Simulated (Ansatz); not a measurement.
**SnO: a frozen normal mode**

This session takes SnO and sets out to trace the energy along mode 9.

Method: DFT PBE, scalar-relativistic, plane waves, PAW, in Ansatz 0.2.0.

2 further runs of the same task are left out: 2 set aside as unsound or not needed. Runs told in other sessions of the task aren't counted.

### 1 The system as given

Symmetry: P4/nmm, No. 129, tetragonal system. Conventional cell: a = 3.868 Å, b = 3.868 Å, c = 5.067 Å, α = 90.00°, β = 90.00°, γ = 90.00°. Around Sn (site symmetry 4mm) lie 4 O at 2.25 Å. Around O (site symmetry -4m2) lie 4 Sn at 2.25 Å.

Structure file:

```
Sn O
1.0
     3.86817    0.00000    0.00000
     0.00000    3.86817    0.00000
     0.00000    0.00000    5.06728
Sn O
2 2
Direct
  0.00000 0.50000 0.22874
  0.50000 0.00000 0.77126
  0.00000 0.00000 0.00000
  0.50000 0.50000 0.00000
```

This cell was relaxed beforehand with the same method: volume 18.96 Å³/atom, gap on the mesh 0.50 eV.

### 2 The reference cell

The reference gives a free energy of -13183.4053 eV, pressure 0.01 GPa, largest force 0.000 eV/Å and gap on the mesh 0.50 eV. It was computed beforehand with the settings of the runs below.

### 3 The scan: a frozen normal mode

Mode 9 of the phonon run on this cell, counted from the lowest, is frozen in: each atom moves by x times its row below, so x is the largest displacement.

```
atom     ux     uy      uz
 Sn1  0.000  0.000   0.000
 Sn2  0.000  0.000   0.000
  O3  0.000  0.000   1.000
  O4  0.000  0.000  -1.000
```

### 4 At x = -0.120 Å

Input file input.yaml:

```yaml
crystal:
  lattice:
    - [3.8681707514, 0.0, 0.0]
    - [0.0, 3.8681707514, 0.0]
    - [0.0, 0.0, 5.0672768981]
  atoms:
    - { symbol: Sn, position: [0.0, 0.5, 0.2287361932] }
    - { symbol: Sn, position: [0.5, 0.0, 0.7712638068] }
    - { symbol: O, position: [0.0, 0.0, -0.0236813583] }
    - { symbol: O, position: [0.5, 0.5, 0.0236813583] }
basis:
  ecutwfc: 420
kpoints:
  mp_grid: { grid: [10, 10, 8] }
hamiltonian:
  xc: pbe
scf:
  occupations: { method: gaussian, width: 0.05 }
output:
  forces: true
  stress: true
  eigenvalues: true
```

Launch:

```sh
$ ansatz run input.yaml --threads 2 --pin off --max-ram 5120MiB --backend cpu --events-out ev --progress --plain --runs-dir out
```

### 5 At x = 0.090 Å

input.yaml, as its differences from that of step 4:

```diff
@@ -8,4 +8,4 @@
     - { symbol: Sn, position: [0.5, 0.0, 0.7712638068] }
-    - { symbol: O, position: [0.0, 0.0, -0.0236813583] }
-    - { symbol: O, position: [0.5, 0.5, 0.0236813583] }
+    - { symbol: O, position: [0.0, 0.0, 0.0177610188] }
+    - { symbol: O, position: [0.5, 0.5, -0.0177610188] }
 basis:
@@ -22 +22,5 @@
   eigenvalues: true
+  write_density: true
+  write_potential: true
+  elf: true
+  volumetric_format: npy
```

### 6 x = -0.060 Å

input.yaml, as its differences from that of step 5:

```diff
@@ -8,4 +8,4 @@
     - { symbol: Sn, position: [0.5, 0.0, 0.7712638068] }
-    - { symbol: O, position: [0.0, 0.0, 0.0177610188] }
-    - { symbol: O, position: [0.5, 0.5, -0.0177610188] }
+    - { symbol: O, position: [0.0, 0.0, -0.0118406792] }
+    - { symbol: O, position: [0.5, 0.5, 0.0118406792] }
 basis:
@@ -22,5 +22 @@
   eigenvalues: true
-  write_density: true
-  write_potential: true
-  elf: true
-  volumetric_format: npy
```

### 7 Point x = 0.030 Å

input.yaml, as its differences from that of step 6:

```diff
@@ -8,4 +8,4 @@
     - { symbol: Sn, position: [0.5, 0.0, 0.7712638068] }
-    - { symbol: O, position: [0.0, 0.0, -0.0118406792] }
-    - { symbol: O, position: [0.5, 0.5, 0.0118406792] }
+    - { symbol: O, position: [0.0, 0.0, 0.0059203396] }
+    - { symbol: O, position: [0.5, 0.5, -0.0059203396] }
 basis:
@@ -22 +22,5 @@
   eigenvalues: true
+  write_density: true
+  write_potential: true
+  elf: true
+  volumetric_format: npy
```

### 8 Point x = 0.105 Å

input.yaml, as its differences from that of step 7:

```diff
@@ -8,4 +8,4 @@
     - { symbol: Sn, position: [0.5, 0.0, 0.7712638068] }
-    - { symbol: O, position: [0.0, 0.0, 0.0059203396] }
-    - { symbol: O, position: [0.5, 0.5, -0.0059203396] }
+    - { symbol: O, position: [0.0, 0.0, 0.0207211885] }
+    - { symbol: O, position: [0.5, 0.5, -0.0207211885] }
 basis:
@@ -22,5 +22 @@
   eigenvalues: true
-  write_density: true
-  write_potential: true
-  elf: true
-  volumetric_format: npy
```

### 9 At x = 0.075 Å

input.yaml, as its differences from that of step 8:

```diff
@@ -8,4 +8,4 @@
     - { symbol: Sn, position: [0.5, 0.0, 0.7712638068] }
-    - { symbol: O, position: [0.0, 0.0, 0.0207211885] }
-    - { symbol: O, position: [0.5, 0.5, -0.0207211885] }
+    - { symbol: O, position: [0.0, 0.0, 0.014800849] }
+    - { symbol: O, position: [0.5, 0.5, -0.014800849] }
 basis:
```

### 10 x = 0.045 Å

input.yaml, as its differences from that of step 9:

```diff
@@ -8,4 +8,4 @@
     - { symbol: Sn, position: [0.5, 0.0, 0.7712638068] }
-    - { symbol: O, position: [0.0, 0.0, 0.014800849] }
-    - { symbol: O, position: [0.5, 0.5, -0.014800849] }
+    - { symbol: O, position: [0.0, 0.0, 0.0088805094] }
+    - { symbol: O, position: [0.5, 0.5, -0.0088805094] }
 basis:
```

### 11 At x = 0.015 Å

input.yaml, as its differences from that of step 10:

```diff
@@ -8,4 +8,4 @@
     - { symbol: Sn, position: [0.5, 0.0, 0.7712638068] }
-    - { symbol: O, position: [0.0, 0.0, 0.0088805094] }
-    - { symbol: O, position: [0.5, 0.5, -0.0088805094] }
+    - { symbol: O, position: [0.0, 0.0, 0.0029601698] }
+    - { symbol: O, position: [0.5, 0.5, -0.0029601698] }
 basis:
```

(Steps that only read results are left out.)

Before running it: what results should come out? Wanted: harmonic wavenumber of the mode.

The runs gave:

| quantity | value |
| --- | --- |
| harmonic wavenumber of the mode | 327 cm⁻¹ |
| the same from the force at an amplitude of 0.015 Å | 327 cm⁻¹ |

What this shows: The force at the smallest amplitude gives 327 cm⁻¹ against 327 cm⁻¹ from the phonon run, so the curve is close to a parabola there. The undisturbed cell stays the lowest of the sampled points. The gap on the mesh stays between 0.48 and 0.50 eV.

Spin-orbit coupling is left out, though the cell holds Sn; it can move the gap.
